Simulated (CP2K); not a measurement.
The system is TiO2.

```
CELL_PARAMETERS angstrom
3.82735 0.00000 0.00000
-0.00088 3.82735 0.00000
-1.86197 -1.86240 4.79664
ATOMIC_POSITIONS crystal
Ti 0.86589 0.13411 0.75000
Ti 0.13411 0.86589 0.25000
O 0.08876 0.33122 0.16715
O 0.91124 0.66878 0.83285
O 0.66878 0.91124 0.33285
O 0.33122 0.08876 0.66715
```

The cell is a database's computed one.

Base run:

```yaml
Program: CP2K 2026.2
Functional: PBEsol
Potentials_or_basis: POTENTIAL_UZH Ti GTH-PBE-q12, O GTH-PBE-q6; TZVP-MOLOPT-PBE-GTH basis
Density_cutoff: 8163 eV
k_mesh: 8 × 8 × 6
Occupations: fermi-dirac, width 0.05 eV
Spin: no spin polarisation
```

Its results: pressure -6.2 GPa; largest force 0.235 eV/Å.

Problem. The run is repeated on the same cell with these changes: functional from PBEsol to PBE; occupations from fermi-dirac, width 0.05 eV to fermi-dirac, width 0.1 eV. What comes out?

Solution. Pressure -0.9 GPa; largest force 0.142 eV/Å.

Caveats: the basis of atomic orbitals isn't converged, which shifts pressures, moduli and gaps; the potentials were made for another functional, which shifts forces and pressure (some runs).
